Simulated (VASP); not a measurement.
# CaSe (Fm-3m) in VASP: a series of runs, part 2 of 2

VASP 6.6.1. Earlier steps stand in the parts before.

## 6. Relaxation of cell and atoms, PBE

This run uses another cell than the first one, of 26.86 Å³/atom, 1.063 times its volume.

File INCAR:

```
PREC = Accurate
ENCUT = 600
EDIFF = 1E-6
ISMEAR = -1
SIGMA = 0.02
LREAL = False
LASPH = True
NELM = 80
ALGO = Normal
ISIF = 3
LWAVE = False
LCHARG = False
GGA = PE
IBRION = 2
NSW = 100
EDIFFG = -0.005
```

File KPOINTS:

```
regular mesh
0
Gamma
  7 7 7
```

File POSCAR:

```
CaSe
1.0
    0.0000000000      2.9948991977      2.9948991977
    2.9948991977      0.0000000000      2.9948991977
    2.9948991977      2.9948991977      0.0000000000
Ca Se
1 1
Direct
    0.0000000000      0.0000000000      0.0000000000
    0.5000000000      0.5000000000      0.5000000000
```

Potentials or basis: VASP PAW PBE potentials, release 64 (Ca_sv, Se).

Command:

```
cat potpaw_PBE.64/Ca_sv/POTCAR potpaw_PBE.64/Se/POTCAR > POTCAR
mpirun -np 1 vasp_std > vasp.out
```

OUTCAR:

```text
PREC = Accurate
   ENCUT = 600
   EDIFF = 1E-6
   ISMEAR = -1
   LREAL = False
   LASPH = True
   NELM = 80
   ISIF = 3
   GGA = PE
   IBRION = 2
   NSW = 100
   EDIFFG = -0.005

 ion  position               nearest neighbor table
   1  0.000  0.000  0.000-
   2  0.500  0.500  0.500-

  LATTYP: Found a face centered cubic cell.
 ALAT       =     5.9897983954

  Lattice vectors:

 A1 = (   0.0000000000,   2.9948991977,   2.9948991977)
 A2 = (   2.9948991977,   0.0000000000,   2.9948991977)
 A3 = (   2.9948991977,   2.9948991977,   0.0000000000)

Analysis of symmetry for initial positions (statically):
=====================================================================
 Subroutine PRICEL returns:
 Original cell was already a primitive cell.

 Routine SETGRP: Setting up the symmetry group for a
 face centered cubic supercell.

 Subroutine GETGRP returns: Found 48 space group operations
 (whereof 48 operations were pure point group operations)
 out of a pool of 48 trial point group operations.

The static configuration has the point symmetry O_h .

Analysis of symmetry for dynamics (positions and initial velocities):
=====================================================================
 Subroutine PRICEL returns:
 Original cell was already a primitive cell.

 Routine SETGRP: Setting up the symmetry group for a
 face centered cubic supercell.

 Subroutine GETGRP returns: Found 48 space group operations
 (whereof 48 operations were pure point group operations)
 out of a pool of 48 trial point group operations.

The dynamic configuration has the point symmetry O_h .

 Subroutine INISYM returns: Found 48 space group operations
 (whereof 48 operations are pure point group operations),
 and found     1 'primitive' translations

----------------------------------------------------------------------------------------

                                     Primitive cell

[... 96 lines left out ...]
   NELECT =      16.0000    total number of electrons
   NUPDOWN=      -1.0000    fix difference up-down
   EMIN   =  10.00;   EMAX   =-10.00  energy-range for DOS
   EFERMI =   0.00;   METHOD = LEGACY
   ISMEAR =    -1;   SIGMA  =   0.02  broadening in eV -4-tet -1-fermi 0-gaus
   EFERMI_NEDOS =   21; number of points for ismear=-14 and -15
   IALGO  =     38    algorithm
   IMIX   =      4    mixing-type and parameters
     AMIX     =   0.40;   BMIX     =  1.00
     AMIX_MAG =   1.60;   BMIX_MAG =  1.00
  volume/ion in A,a.u.               =      26.86       181.28
  Fermi-wavevector in a.u.,A,eV,Ry     =   1.093258  2.065958 16.261857  1.195213
  Thomas-Fermi vector in A             =   2.229540
   LORBIT       =      0    0 simple, 1 ext, 2 COOP (PROOUT), +10 PAW based schemes
   GGA     = PE    functional components
   LHFCALC =     F    Hartree Fock is set to
   AEXX    =    0.0000 exact exchange contribution
   IVDW    =     0    specifies the selected vdW correction
   LEPSILON=     F    determine dielectric tensor
   LRPA    =     F    only Hartree local field effects (RPA)
 conjugate gradient relaxation of ions
 non-spin polarized calculation
  energy-cutoff  :      600.00
  volume of cell :       53.73
 maximum number of plane-waves:      1814
 NGX is ok and might be reduce to    36
   NGX = 17   NGY = 17   NGZ = 17

--------------------------------------- Ionic step        1  -------------------------------------------

 number of electron      16.0000001 magnetization

 Free energy of the ion-electron system (eV)
  ---------------------------------------------------
  ext. energy  EPLUGINS =         0.00000000
  ---------------------------------------------------
  free energy    TOTEN  =        -9.48487428 eV

  energy without entropy =       -9.48487428  energy(sigma->0) =       -9.48487428

------------------------ aborting loop because EDIFF is reached ----------------------------------------

  FORCE on cell =-STRESS in cart. coord.  units (eV):
  Direction    XX          YY          ZZ          XY          YZ          ZX
  --------------------------------------------------------------------------------------
  -------------------------------------------------------------------------------------
  Total       -0.1910268     -0.1910268     -0.1910268      0.0000000      0.0000000      0.0000000
  in kB       -5.6967638     -5.6967638     -5.6967638      0.0000000      0.0000000      0.0000000
  external PRESSURE =      -5.6967638 kB  Pullay stress =       0.0000000 kB
[... 59 lines left out ...]
--------------------------------------- Ionic step        3  -------------------------------------------

 number of electron      16.0000001 magnetization

 Free energy of the ion-electron system (eV)
  ---------------------------------------------------
  ext. energy  EPLUGINS =         0.00000000
  ---------------------------------------------------
  free energy    TOTEN  =        -9.48604904 eV

  energy without entropy =       -9.48604904  energy(sigma->0) =       -9.48604904

 E-fermi :   2.7877     XC(G=0):  -9.0486

 val. band max:        2.2735843262   @ k =   0.0000   0.0000   0.0000
 cond. band min:       4.4160531110   @ k =   0.4286   0.4286   0.0000
 fundamental gap:      2.1424687847
 Fermi energy:         2.7877233585

 k-point     1 :       0.0000    0.0000    0.0000
  band No.  band energies     occupation
      1     -37.5532      2.00000
      2     -18.5424      2.00000
      3     -18.5424      2.00000
      4     -18.5424      2.00000
      5      -9.4390      2.00000
      6       2.2736      2.00000
      7       2.2736      2.00000
      8       2.2736      2.00000
      9       5.4800      0.00000
     10       5.9870      0.00000
     11       5.9870      0.00000
     12       5.9870      0.00000
[... 312 lines left out ...]
  FREE ENERGIE OF THE ION-ELECTRON SYSTEM (eV)
  ---------------------------------------------------
  free  energy   TOTEN  =        -9.4860490351 eV

  energy  without entropy=       -9.4860490351  energy(sigma->0) =       -9.48604904

 reached required accuracy - stopping structural energy minimisation
```

Wall time 19 s (1 thread of Intel Xeon 6975P-C (Granite Rapids), shared host); peak memory 0.21 GiB.

Results:

| Property | Result |
| --- | --- |
| Free energy | -9.4860 eV |
| Relaxed volume | 26.54 Å³/atom |
| Relaxed cell | a = 4.218 Å, b = 4.218 Å, c = 4.218 Å, α = 60.00°, β = 60.00°, γ = 60.00° |
| Space group after relaxing (to 0.05 Å) | Fm-3m (No. 225) |
| Energy gained by relaxing | 0.6 meV/atom |
| Ionic steps | 3 |
| Pressure after relaxing | 0.0 GPa |
| Band gap on the k mesh | 2.14 eV, indirect (least direct gap 3.03 eV) |

Step by step:
| step | energy change (eV) | largest force (eV/Å) | pressure (GPa) | volume (Å³) |
| --- | --- | --- | --- | --- |
| 1 | 0.0000 | 0.0000 | -0.57 | 53.73 |
| 2 | -0.0012 | 0.0000 | 0.08 | 52.99 |
| 3 | -0.0012 | 0.0000 | 0.01 | 53.07 |

Final structure:
```xyz
2
Lattice="0.0000 2.9827 2.9827 2.9827 0.0000 2.9827 2.9827 2.9827 0.0000" Properties=species:S:1:pos:R:3 pbc="T T T"
Ca    0.0000    0.0000    0.0000
Se    2.9827    2.9827    2.9827
```

## 7. The runs side by side

| task | level | cell | cutoff (eV) | gap on the mesh (eV) | pressure (GPa) |
| --- | --- | --- | --- | --- | --- |
| single point | PBE+D3(BJ) | a = 4.150 Å, angles 60.0°, 2 atoms | 520 | 2.03 | 0.2 |
| single point | PBE | a = 4.213 Å, angles 60.0°, 2 atoms | 520 | 2.13 | 0.2 |
| relaxation of cell and atoms | PBE | relaxed from a = 4.235 Å, angles 60.0°, 2 atoms | 600 | 2.14 | 0.0 |

Alike in all rows: potentials or basis VASP PAW PBE potentials, release 64 (Ca_sv, Se); no spin polarisation; k mesh 7 × 7 × 7; smearing fermi-dirac 0.02 eV.

Absolute energies hang on the potentials; compare differences alone.

## 8. How close it comes

Step 2. Measured gap of CaSe: 3.85 eV (indirect; 2 K; a printed reference work, monograph, original work of 1988). This calculation gives 2.03 eV (-1.82 eV). Spin-orbit coupling on Se is left out. The value is that of PBE+D3(BJ) on a finite k mesh, which can miss the band edges, without temperature or zero-point motion. Semilocal functionals fall short of measured gaps as a rule.

Step 5. A measured gap of CaSe is 3.85 eV (indirect; 2 K; a printed reference work, monograph, original work of 1988); the calculated 2.13 eV misses it by -1.72 eV. Spin-orbit coupling on Se is left out. The value is that of PBE on a finite k mesh, which can miss the band edges, without temperature or zero-point motion. Semilocal functionals fall short of measured gaps as a rule.
